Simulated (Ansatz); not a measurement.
Runs of Ansatz 0.2.0 on Co. Symmetry: P6_3/mmc, No. 194, hexagonal system. Conventional cell: a = 2.472 Å, b = 2.472 Å, c = 4.021 Å, α = 90.00°, β = 90.00°, γ = 120.00°. Co (site symmetry -6m2) is surrounded by 12 Co at 2.47 Å. 

| spin | k mesh | gap on the mesh (eV) | pressure (GPa) | moment (μB) |
| --- | --- | --- | --- | --- |
| collinear, random start | 12 × 12 × 7 | none | -5.8 | 3.20 |
| collinear, ferromagnetic start | 12 × 12 × 7 | none | -5.8 | 3.20 |
| non-collinear, random start | 9 × 9 × 5 | none | -6.8 | 3.07 |
| collinear, antiferromagnetic start | 12 × 12 × 7 | none | -5.8 | 3.20 |
| collinear, ferrimagnetic start | 12 × 12 × 7 | none | -5.8 | 3.20 |
| off | 12 × 12 × 7 | none | (a) | - |

Alike in all rows: task single point; level PBEsol; potentials or basis Ansatz PAW; cell as given; cutoff (eV) 420; smearing fermi-dirac 0.05 eV.

Question: Estimate the missing entries.

Answer: (a) -17.4.

Caveats: the PAW data sets come from PBE, with cores solved anew for the run's functional, which leaves a small shift of forces and pressure; the starting moments weren't kept (some runs).

A gap of «none» marks a metal or a gap under the smearing width.
